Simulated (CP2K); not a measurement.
CdSe: equation of state with LDA

CdSe:

```
CELL_PARAMETERS angstrom
4.34202 0.00000 0.00000
2.17101 3.76030 0.00000
2.17101 1.25343 3.54524
ATOMIC_POSITIONS crystal
Cd 0.00000 0.00000 0.00000
Se 0.25000 0.25000 0.25000
```

Measurements of this composition are mostly on another form, of space group No. 186.

* Program: CP2K 2026.2
* Task: equation of state
* Functional: LDA
* Potentials or basis: GTH_POTENTIALS Cd GTH-PADE-q12, Se GTH-PADE-q6; TZVP-MOLOPT-PBE-GTH basis
* Density cutoff: 6123 eV
* k mesh: 8 × 8 × 8
* Occupations: fermi-dirac, width 0.0259 eV
* Spin: no spin polarisation

| Quantity | Value |
| --- | --- |
| Equilibrium volume | 27.38 Å³/atom |
| Bulk modulus | 58 GPa |
| Pressure derivative of the bulk modulus | 4.8 |

Energy against volume, from the lowest point:
```
volume (Å³/atom)  energy (meV/atom)
          27.206               0.00
          27.784               0.83
          28.363               5.75
          28.942              14.30
          29.521              26.05
          30.100              40.65
          30.679              57.76
```

All runs of the series together: 2.2 min on 1 thread of Arm Neoverse V1, on a shared host.

Caveat: the basis of atomic orbitals isn't converged, which shifts pressures, moduli and gaps.
